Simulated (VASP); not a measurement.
Set up this calculation in VASP 6.6.1, as the native input.

```yaml
Task: relaxation of cell and atoms
Functional: PBE
Potentials_or_basis: VASP PAW PBE potentials, release 64 (Mo_sv, Se)
Cutoff: 600 eV
k_mesh: 9 × 9 × 2
Occupations: gaussian, width 0.03 eV
Spin: no spin polarisation
Further_INCAR_settings: ALGO = Normal; EDIFF = 1e-07; IBRION = 2; EDIFFG = -0.005; NSW = 90; ISIF = 3
```

The structure of MoSe2 lies in POSCAR:

```
MoSe2                                   
1.0
    3.3229651448      0.0000000000      0.0000000000
   -1.6614825724      2.8777722313     -0.0000000000
    0.0000000000      0.0000000000     14.6111167037
  Mo              Se            
     2     4
Direct
     0.3333333332999970    0.6666666667000030    0.2500000000000000
     0.6666666667000030    0.3333333332999970    0.7500000000000000
     0.3333333332999970    0.6666666667000030    0.6356794066535549
     0.6666666667000030    0.3333333332999970    0.1356794066535550
     0.3333333332999970    0.6666666667000030    0.8643205933464451
     0.6666666667000030    0.3333333332999970    0.3643205933464450
```

One way to write it, as run:

INCAR

```
SYSTEM = MoSe2
ALGO     = Normal         ! electronic algorithm
EDIFF    = 1E-7           ! SCF threshold, eV
EDIFFG   = -0.005         ! ionic threshold
ENCUT    = 600            ! plane-wave cutoff, eV
GGA      = PE             ! functional
IBRION   = 2              ! ionic algorithm
ISIF     = 3              ! what is computed and relaxed
ISMEAR   = 0              ! smearing method
KPAR     = 2            
LASPH    = .True.         ! aspherical terms in the spheres
LCHARG   = .False.        ! write CHGCAR
LREAL    = .False.        ! projectors in reciprocal space
LWAVE    = .False.        ! write WAVECAR
NELM     = 80             ! most SCF steps
NSW      = 90             ! ionic steps
PREC     = Accurate       ! precision mode
SIGMA    = 0.03           ! smearing width, eV
```

KPOINTS

```
k-points
0
Gamma
  9 9 2
  0 0 0
```

Potentials or basis: VASP PAW PBE potentials, release 64 (Mo_sv, Se).

The run is started by

```sh
$ cat potpaw_PBE.64/Mo_sv/POTCAR potpaw_PBE.64/Se/POTCAR > POTCAR
$ mpirun -np 2 vasp_std > vasp.out
```

Results of the run:

```
Relaxed volume                         : 23.68 Å³/atom
Relaxed cell                           : a = 3.322 Å, b = 3.322 Å, c = 14.871 Å, α = 90.00°, β = 90.00°, γ = 120.00°
Space group after relaxing (to 0.05 Å) : P6_3/mmc (No. 194)
Energy gained by relaxing              : 0.1 meV/atom
Ionic steps                            : 20
Pressure after relaxing                : 0.0 GPa
Band gap on the k mesh                 : 1.42 eV, direct
```

Caveat: an odd mesh through Γ misses points on the zone boundary, where band edges often lie; this functional lacks dispersion, which binds the layers, so the pressure and a relaxed spacing across them are unreliable.

It took 8.2 min on 2 MPI ranks on Intel(R) Xeon(R) 6975P-C (Granite Rapids), with other jobs on the host, peak memory 0.37 GiB a rank.
